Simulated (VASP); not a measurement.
# Ir (Fm-3m) in VASP: notebook

The runs below take Ir through relaxation of cell and atoms, with r2SCAN, PBE+D3(BJ).

Program: VASP 6.6.1. These are calculated values, not measurements. Logs are shortened: lines on timing, memory, paths and dates and some standing lists are left out, and cuts for length are marked.

## 1. The crystal as given

It takes space group Fm-3m (No. 225, cubic). Conventional cell: a = 3.854 Å, b = 3.854 Å, c = 3.854 Å, α = 90.00°, β = 90.00°, γ = 90.00°. Ir (site symmetry m-3m) is surrounded by 12 Ir at 2.72 Å.

## 2. Relaxation of cell and atoms, r2SCAN

The input, INCAR:

```
PREC     = Accurate       # precision mode
ENCUT    = 600            # plane-wave cutoff, eV
EDIFF    = 1E-7           # SCF threshold, eV
ISMEAR   = 1              # smearing method
SIGMA    = 0.1            # smearing width, eV
LREAL    = F              # projectors in reciprocal space
LASPH    = T              # aspherical terms in the spheres
NELM     = 80             # most SCF steps
ALGO     = Normal         # electronic algorithm
ISIF     = 3              # what is computed and relaxed
LWAVE    = F              # write WAVECAR
LCHARG   = F              # write CHGCAR
METAGGA  = R2SCAN         # meta-GGA
LMIXTAU  = T            
IBRION   = 2              # ionic algorithm
NSW      = 90             # ionic steps
EDIFFG   = -0.005         # ionic threshold
KPAR     = 2
```

The input, KPOINTS:

```
regular mesh
0
Gamma
  16 16 16
```

The input, POSCAR:

```
Ir                                      
1.0
    0.0000000000      1.9267836763      1.9267836763
    1.9267836763     -0.0000000000      1.9267836763
    1.9267836763      1.9267836763      0.0000000000
  Ir            
     1
Direct
     0.0000000000000000    0.0000000000000000    0.0000000000000000
```

Potentials or basis: VASP PAW PBE potentials, release 64 (Ir).

The run is started by

```sh
$ cat potpaw_PBE.64/Ir/POTCAR > POTCAR
$ mpirun -np 2 vasp_std > vasp.out
```

OUTCAR:

```text
PREC = Accurate
   ENCUT = 600
   EDIFF = 1E-7
   ISMEAR = 1
   LREAL = F
   LASPH = T
   NELM = 80
   ISIF = 3
   METAGGA = R2SCAN
   IBRION = 2
   NSW = 90
   EDIFFG = -0.005

 ion  position               nearest neighbor table
   1  0.000  0.000  0.000-

  LATTYP: Found a face centered cubic cell.
 ALAT       =     3.8535673526

  Lattice vectors:

 A1 = (   0.0000000000,   1.9267836763,   1.9267836763)
 A2 = (   1.9267836763,   0.0000000000,   1.9267836763)
 A3 = (   1.9267836763,   1.9267836763,   0.0000000000)

Analysis of symmetry for initial positions (statically):
=====================================================================
 Subroutine PRICEL returns:
 Original cell was already a primitive cell.

 Routine SETGRP: Setting up the symmetry group for a
 face centered cubic supercell.

 Subroutine GETGRP returns: Found 48 space group operations
 (whereof 48 operations were pure point group operations)
 out of a pool of 48 trial point group operations.

The static configuration has the point symmetry O_h .

Analysis of symmetry for dynamics (positions and initial velocities):
=====================================================================
 Subroutine PRICEL returns:
 Original cell was already a primitive cell.

 Routine SETGRP: Setting up the symmetry group for a
 face centered cubic supercell.

 Subroutine GETGRP returns: Found 48 space group operations
 (whereof 48 operations were pure point group operations)
 out of a pool of 48 trial point group operations.

The dynamic configuration has the point symmetry O_h .

 Subroutine INISYM returns: Found 48 space group operations
 (whereof 48 operations are pure point group operations),
 and found     1 'primitive' translations

----------------------------------------------------------------------------------------

                                     Primitive cell

  volume of cell :      14.3064

  direct lattice vectors                    reciprocal lattice vectors
     0.000000000  1.926783676  1.926783676    -0.259499811  0.259499811  0.259499811
     1.926783676  0.000000000  1.926783676     0.259499811 -0.259499811  0.259499811
     1.926783676  1.926783676  0.000000000     0.259499811  0.259499811 -0.259499811

  length of vectors
     2.724883607  2.724883607  2.724883607     0.449466857  0.449466857  0.449466857

  position of ions in fractional coordinates (direct lattice)
     0.000000000  0.000000000  0.000000000

  ion indices of the primitive-cell ions
   primitive index   ion index
                 1           1

----------------------------------------------------------------------------------------

 KPOINTS: regular mesh

Automatic generation of k-mesh.
 Grid dimensions read from file:
 generate k-points for:   16   16   16

 Generating k-lattice:

  Cartesian coordinates                     Fractional coordinates (reciprocal lattice)
    -0.016218738  0.016218738  0.016218738     0.062500000  0.000000000  0.000000000
     0.016218738 -0.016218738  0.016218738     0.000000000  0.062500000  0.000000000
     0.016218738  0.016218738 -0.016218738     0.000000000  0.000000000  0.062500000

  Length of vectors
     0.028091679  0.028091679  0.028091679

  Shift w.r.t. Gamma in fractional coordinates (k-lattice)
     0.000000000  0.000000000  0.000000000

 Subroutine IBZKPT returns following result:
 ===========================================

 Found    145 irreducible k-points:

 Following reciprocal coordinates:
            Coordinates               Weight
  0.000000  0.000000  0.000000      1.000000
  0.062500  0.000000  0.000000      8.000000
  0.125000  0.000000  0.000000      8.000000
  0.187500  0.000000  0.000000      8.000000
  0.250000  0.000000  0.000000      8.000000
  0.312500  0.000000  0.000000      8.000000
[... 16 lines left out ...]
 -0.125000  0.062500  0.000000     24.000000
 -0.062500  0.062500  0.000000     12.000000
 [... further k-points ...]
   k-points           NKPTS =    145   k-points in BZ     NKDIM =    145   number of bands    NBANDS=      8
   number of dos      NEDOS =    301   number of ions     NIONS =      1
   total plane-waves  NPLWV =  13824
   dimension x,y,z NGX =    24 NGY =   24 NGZ =   24
   dimension x,y,z NGXF=    48 NGYF=   48 NGZF=   48
   ions per type =               1
   NGX,Y,Z   is equivalent  to a cutoff of  14.64, 14.64, 14.64 a.u.
   NGXF,Y,Z  is equivalent  to a cutoff of  29.28, 29.28, 29.28 a.u.
 SYSTEM =  unknown system
   PREC   = accura    normal or accurate (medium, high low for compatibility)
   ISTART =      0    job   : 0-new  1-cont  2-samecut
   ICHARG =      2    charge: 1-file 2-atom 10-const
   ISPIN  =      1    spin polarized calculation?
   LNONCOLLINEAR =      F non collinear calculations
   LSORBIT =      F    spin-orbit coupling
   LASPH  =      T    aspherical Exc in radial PAW
   ENCUT  =  600.0 eV  44.10 Ry    6.64 a.u.   5.44  5.44  5.44*2*pi/ulx,y,z
   NELM   =     80;   NELMIN=  2; NELMDL= -5     # of ELM steps
   EDIFF  = 0.1E-06   stopping-criterion for ELM
   LREAL  =      F    real-space projection
   EDIFFG = -.5E-02   stopping-criterion for IOM
   NSW    =     90    number of steps for IOM
   IBRION =      2    ionic relax: 0-MD 1-quasi-New 2-CG
   NFREE  =      1    steps in history (QN), initial steepest desc. (CG)
   ISIF   =      3    stress and relaxation
   ISYM   =      2    0-nonsym 1-usesym 2-fastsym
   POTIM  = 0.5000    time-step for ionic-motion
   TEBEG  =    0.0;   TEEND  =   0.0 temperature during run
   PSTRESS=    0.0 pullay stress
   NELECT =       9.0000    total number of electrons
   NUPDOWN=      -1.0000    fix difference up-down
   EMIN   =  10.00;   EMAX   =-10.00  energy-range for DOS
   EFERMI =   0.00;   METHOD = LEGACY
   ISMEAR =     1;   SIGMA  =   0.10  broadening in eV -4-tet -1-fermi 0-gaus
   EFERMI_NEDOS =   21; number of points for ismear=-14 and -15
   IALGO  =     38    algorithm
   IMIX   =      4    mixing-type and parameters
     AMIX     =   0.40;   BMIX     =  1.00
     AMIX_MAG =   1.60;   BMIX_MAG =  1.00
  volume/ion in A,a.u.               =      14.31        96.54
  Fermi-wavevector in a.u.,A,eV,Ry     =   1.402747  2.650808 26.772176  1.967699
  Thomas-Fermi vector in A             =   2.525478
   LORBIT       =      0    0 simple, 1 ext, 2 COOP (PROOUT), +10 PAW based schemes
   METAGGA = R2SCAN    functional components
   LHFCALC =     F    Hartree Fock is set to
   AEXX    =    0.0000 exact exchange contribution
   IVDW    =     0    specifies the selected vdW correction
   LEPSILON=     F    determine dielectric tensor
   LRPA    =     F    only Hartree local field effects (RPA)
 conjugate gradient relaxation of ions
 non-spin polarized calculation
 Methfessel and Paxton  Order N= 1 SIGMA  =   0.10
  energy-cutoff  :      600.00
  volume of cell :       14.31
 maximum number of plane-waves:       531
 NGX is ok and might be reduce to    24
   NGX = 11   NGY = 11   NGZ = 11

 number of electron       9.0000000 magnetization

 Free energy of the ion-electron system (eV)
  ---------------------------------------------------
  ext. energy  EPLUGINS =         0.00000000
  ---------------------------------------------------
  free energy    TOTEN  =       -52.35712499 eV

  energy without entropy =      -52.35652605  energy(sigma->0) =      -52.35692534

 E-fermi :   9.9795     XC(G=0): -15.2480

 val. band max:        9.9633178907   @ k =  -0.3125   0.3125   0.0625
 cond. band min:       9.9936678772   @ k =   0.3125   0.1875   0.0000
 fundamental gap:      0.0303499865
 Fermi energy:         9.9794762393

 k-point     1 :       0.0000    0.0000    0.0000
  band No.  band energies     occupation
      1      -1.4212      2.00000
      2       6.0569      2.00000
      3       6.0569      2.00000
      4       6.0569      2.00000
      5       8.7193      2.00000
      6       8.7193      2.00000
      7      25.1071      0.00000
      8      30.9040      0.00000

 k-point     2 :       0.0625    0.0000    0.0000
  band No.  band energies     occupation
      1      -1.2418      2.00000
      2       5.9612      2.00000
      3       6.1344      2.00000
      4       6.1344      2.00000
      5       8.6707      2.00000
      6       8.6707      2.00000
      7      25.4118      0.00000
      8      29.9987      0.00000

 k-point     3 :       0.1250    0.0000    0.0000
  band No.  band energies     occupation
      1      -0.7271      2.00000
      2       5.7262      2.00000
      3       6.3268      2.00000
      4       6.3268      2.00000
      5       8.5783      2.00000
      6       8.5783      2.00000
      7      26.2232      0.00000
      8      28.2703      0.00000

 k-point     4 :       0.1875    0.0000    0.0000
  band No.  band energies     occupation
      1       0.0374      2.00000
      2       5.5007      2.00000
      3       6.4992      2.00000
      4       6.4992      2.00000
      5       8.6065      2.00000
      6       8.6065      2.00000
      7      26.3905      0.00000
      8      27.2288      0.00000

 k-point     5 :       0.2500    0.0000    0.0000
  band No.  band energies     occupation
      1       0.8598      2.00000
      2       5.5298      2.00000
      3       6.4882      2.00000
      4       6.4882      2.00000
      5       8.9377      2.00000
      6       8.9377      2.00000
      7      24.5455      0.00000
      8      27.5024      0.00000

 k-point     6 :       0.3125    0.0000    0.0000
  band No.  band energies     occupation
      1       1.4450      2.00000
      2       6.1156      2.00000
      3       6.3149      2.00000
      4       6.3149      2.00000
      5       9.5336      2.00000
      6       9.5336      2.00000
      7      22.5318      0.00000
      8      26.6713      0.00000

 k-point     7 :       0.3750    0.0000    0.0000
  band No.  band energies     occupation
      1       1.6695      2.00000
      2       6.1095      2.00000
      3       6.1095      2.00000
      4       7.3015      2.00000
      5      10.1938     -0.00978
      6      10.1938     -0.00978
      7      20.3522      0.00000
      8      25.6287      0.00000
[... 133 lines left out ...]
 k-point    20 :      -0.3125    0.0625    0.0000
  band No.  band energies     occupation
      1       1.7158      2.00000
      2       6.1112      2.00000
      3       6.2752      2.00000
      4       6.3406      2.00000
      5       9.3456      2.00000
      6      10.4104     -0.00000
      7      21.8907      0.00000
      8      26.5056      0.00000

 k-point    21 :      -0.2500    0.0625    0.0000
  band No.  band energies     occupation
      1       1.2517      2.00000
      2       5.4668      2.00000
      3       6.4173      2.00000
      4       6.5548      2.00000
      5       8.6548      2.00000
      6       9.6987      2.00053
      7      24.0286      0.00000
      8      27.5030      0.00000

 k-point    22 :      -0.1875    0.0625    0.0000
  band No.  band energies     occupation
      1       0.4683      2.00000
      2       5.3277      2.00000
      3       6.5472      2.00000
      4       6.6376      2.00000
      5       8.2391      2.00000
      6       9.1376      2.00000
      7      25.9194      0.00000
      8      27.6443      0.00000

 k-point    23 :      -0.1250    0.0625    0.0000
  band No.  band energies     occupation
      1      -0.3429      2.00000
      2       5.5210      2.00000
      3       6.4703      2.00000
      4       6.4871      2.00000
      5       8.2429      2.00000
      6       8.8443      2.00000
      7      26.7916      0.00000
      8      27.6726      0.00000

 k-point    24 :      -0.0625    0.0625    0.0000
  band No.  band energies     occupation
      1      -0.9493      2.00000
      2       5.7882      2.00000
      3       6.2426      2.00000
      4       6.2951      2.00000
      5       8.4601      2.00000
      6       8.7481      2.00000
      7      25.8929      0.00000
      8      29.1686      0.00000

 [... further k-points ...]

------------------------ aborting loop because EDIFF is reached ----------------------------------------

  FORCE on cell =-STRESS in cart. coord.  units (eV):
  Direction    XX          YY          ZZ          XY          YZ          ZX
  --------------------------------------------------------------------------------------
  -------------------------------------------------------------------------------------
  Total       -0.0018863     -0.0018863     -0.0018863     -0.0000000     -0.0000000      0.0000000
  in kB       -0.2112486     -0.2112486     -0.2112486     -0.0000000     -0.0000000      0.0000000
  external PRESSURE =      -0.2112486 kB  Pullay stress =       0.0000000 kB

 VOLUME and BASIS-vectors are now :
 -----------------------------------------------------------------------------
  energy-cutoff  :      600.00
  volume of cell :       14.31
      direct lattice vectors                 reciprocal lattice vectors
     0.000000000  1.926783676  1.926783676    -0.259499811  0.259499811  0.259499811
     1.926783676  0.000000000  1.926783676     0.259499811 -0.259499811  0.259499811
     1.926783676  1.926783676  0.000000000     0.259499811  0.259499811 -0.259499811

 POSITION                                       TOTAL-FORCE (eV/Angst)
 -----------------------------------------------------------------------------------
      0.00000      0.00000      0.00000         0.000000      0.000000      0.000000
 -----------------------------------------------------------------------------------
    total drift:                               -0.000000      0.000000     -0.000000

  FREE ENERGIE OF THE ION-ELECTRON SYSTEM (eV)
  ---------------------------------------------------
  free  energy   TOTEN  =       -52.3571249898 eV

  energy  without entropy=      -52.3565260488  energy(sigma->0) =      -52.35692534

 reached required accuracy - stopping structural energy minimisation
```

Run time: 54 s. Hardware: 2 MPI ranks of AMD EPYC 9R14 (Zen 4), shared host; peak memory 0.13 GiB.

Results:

| Quantity | Value |
| --- | --- |
| Free energy | -52.3571 eV |
| Pressure after relaxing | 0.0 GPa |
| Band gap on the k mesh | none (metal or under the smearing width) |

Final structure:
```yaml
crystal:
  lattice:
    - [0.00000, 1.92678, 1.92678]
    - [1.92678, 0.00000, 1.92678]
    - [1.92678, 1.92678, 0.00000]
  atoms:
    - { symbol: Ir, position: [0.00000, 0.00000, 0.00000] }
```

Levels at points of the mesh, in eV from the Fermi level:
```tsv
k point	band 2	band 3	band 4	band 5	band 6	band 7
(0.00, 0.00, 0.00)	-3.92	-3.92	-3.92	-1.26	-1.26	15.13
(0.50, 0.00, 0.00)	-4.07	-4.07	-0.67	0.93	0.93	7.56
(0.50, 0.50, 0.00)	-7.49	0.83	1.55	1.55	1.79	10.92
```

Caveat: the relaxation stopped at its first step, so nothing moved; the PAW data sets were made with another functional, which shifts forces and pressure a little.

## 3. Relaxation of cell and atoms, PBE+D3(BJ)

This run uses another cell than the first one, of 14.06 Å³/atom, 0.983 times its volume.

The input, INCAR:

```
SYSTEM = Ir
PREC = Accurate
ENCUT = 600
EDIFF = 1E-6
ISMEAR = 1
SIGMA = 0.1
LREAL = .False.
LASPH = .True.
NELM = 80
ALGO = Normal
ISIF = 3
LWAVE = .False.
LCHARG = .False.
GGA = PE
IVDW = 12
IBRION = 2
NSW = 90
EDIFFG = -0.01
```

The input, KPOINTS:

```
regular mesh
0
Gamma
  16 16 16
  0 0 0
```

The input, POSCAR:

```
Ir
1.0
    0.0000000000      1.9156000000      1.9156000000
    1.9156000000      0.0000000000      1.9156000000
    1.9156000000      1.9156000000      0.0000000000
Ir
1
Direct
    0.0000000000      0.0000000000      0.0000000000
```

Potentials or basis: VASP PAW PBE potentials, release 64 (Ir).

The run is started by

```sh
$ cat potpaw_PBE.64/Ir/POTCAR > POTCAR
$ mpirun -np 1 vasp_std > vasp.out
```

Wall time 47 s (1 thread of AMD EPYC 7R13 (Zen 3), shared host); peak memory 0.14 GiB.

It converged, with:

```
Free energy                            : -9.5648 eV
Relaxed volume                         : 14.20 Å³/atom
Relaxed cell                           : a = 2.718 Å, b = 2.718 Å, c = 2.718 Å, α = 60.00°, β = 60.00°, γ = 60.00°
Space group after relaxing (to 0.05 Å) : Fm-3m (No. 225)
Energy gained by relaxing              : 1.6 meV/atom
Ionic steps                            : 3
Pressure after relaxing                : 0.0 GPa
Band gap on the k mesh                 : none (metal or under the smearing width)
Dispersion energy per atom             : -0.732 eV
```

The path:
```csv
step,energy change (eV),largest force (eV/Å),pressure (GPa),volume (Å³)
1,0.0000,0.0000,3.78,14.06
2,0.0213,0.0000,-12.87,14.74
3,-0.0016,0.0000,-0.04,14.20
```

Final structure:
```
CELL_PARAMETERS angstrom
0.00000 1.92196 1.92196
1.92196 0.00000 1.92196
1.92196 1.92196 0.00000
ATOMIC_POSITIONS crystal
Ir 0.00000 0.00000 0.00000
```

Levels at points of the mesh, in eV from the Fermi level:
| k point | band 2 | band 3 | band 4 | band 5 | band 6 | band 7 |
| --- | --- | --- | --- | --- | --- | --- |
| (0.00, 0.00, 0.00) | -3.86 | -3.86 | -3.86 | -1.18 | -1.18 | 14.33 |
| (0.50, 0.00, 0.00) | -3.96 | -3.96 | -0.75 | 0.90 | 0.90 | 7.24 |
| (0.50, 0.50, 0.00) | -7.29 | 0.87 | 1.48 | 1.48 | 1.70 | 10.47 |

Caveat: pairwise dispersion overbinds metals, which lowers pressure and volume. Zero-point motion and thermal expansion aren't in these numbers.
